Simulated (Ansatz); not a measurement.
## Hf, one cell by several methods

```xyz
2
Lattice="3.2179 0.0000 0.0000 -1.6089 2.7868 0.0000 0.0000 0.0000 5.0913" Properties=species:S:1:pos:R:3 pbc="T T T"
Hf    0.0000    1.8578    1.2728
Hf    1.6089    0.9289    3.8185
```

Atoms are numbered in the order listed.

The cell is COD entry 9008501, as deposited and not checked against the literature; nothing was relaxed. The listed cell was then made from it by scaling, straining or moving an atom.

Spin–orbit coupling is left out, though it moves levels of the heavy atoms by tenths of an eV or more.

Methods: DFT, PBE, PAW with Ansatz's default frozen-core files, scalar-relativistic (Ansatz 0.2.0); DFT, PBE, all-electron PAW with datasets made for the crystal, scalar-relativistic (Ansatz 0.2.0); DFT, PBE, all-electron LAPW, scalar-relativistic (Ansatz 0.2.0).

For PAW: a Γ-centred 13×13×7 k mesh, Fermi–Dirac smearing of 0.05 eV, cutoff 420 eV, no spin polarisation. The crystal-made all-electron datasets (AE datasets) take a cutoff of 400 eV at this cell. LAPW targets a basis error of 0.5 meV/atom. The Ansatz runs share mesh, smearing and spin set-up. Plane-wave (PAW) pressures include the program's estimate of the Pulay term.

Stress and pressure are positive in compression.

The change that made this cell: volume scaled by 1.02.

Spin–orbit coupling is left out, which moves gradients at and beside heavy atoms by some per cent and at worst by a factor of two.

In a metal, gradients converge slowly with the k mesh: the values move by tens of per cent from one mesh to another, at times in sign, so only the comparison on one mesh counts.

| quantity | PAW | AE datasets | LAPW |
| --- | --- | --- | --- |
| pressure (GPa) | -1.33 | -1.31 | -1.31 |
| stress xx (GPa) | -1.26 | -1.24 | -1.24 |
| stress zz (GPa) | -1.47 | -1.45 | -1.45 |
| field gradient Vzz at Hf1 (10²¹ V/m²) | 8.62 | 8.55 | – |

PAW's pressure differs from the LAPW value by about 0.01 GPa or less.
